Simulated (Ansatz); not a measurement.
## CuO under strain

Method: DFT PBEsol, scalar-relativistic, plane waves, PAW (Ansatz 0.2.0). Run with 420 eV cutoff, 10×10×8 k-mesh, Gaussian smearing of 0.10 eV, no spin polarisation.

The relaxed crystal:

```yaml
crystal:
  lattice:
    - [4.08507, 0.00000, 0.00000]
    - [0.00000, 4.10072, 0.00000]
    - [0.00000, 0.00000, 5.09226]
  atoms:
    - { symbol: Cu, position: [0.25000, 0.25000, 0.50000] }
    - { symbol: Cu, position: [0.25000, 0.75000, 0.00000] }
    - { symbol: Cu, position: [0.75000, 0.75000, 0.50000] }
    - { symbol: Cu, position: [0.75000, 0.25000, 0.00000] }
    - { symbol: O, position: [0.50000, 0.00000, 0.75000] }
    - { symbol: O, position: [0.50000, 0.00000, 0.25000] }
    - { symbol: O, position: [0.00000, 0.50000, 0.75000] }
    - { symbol: O, position: [0.00000, 0.50000, 0.25000] }
```

Deformation: biaxial strain in the a-b plane, with the length and tilt of c and the atoms relaxed, all within the symmetry that the strain leaves. Energies are extrapolated to zero smearing. Stress is positive in compression, on the Cartesian axes of the cell above.

Strains computed: -4.0, -2.0, +2.0, +4.0 %.

(1) At which strain does the energy stand 20.3 meV/atom over the relaxed crystal with σxx = -7.50, σyy = -7.61, σzz = 0.00 GPa?

Answers

(1) +4.0 %.

This form isn't the usual stable structure of the compound.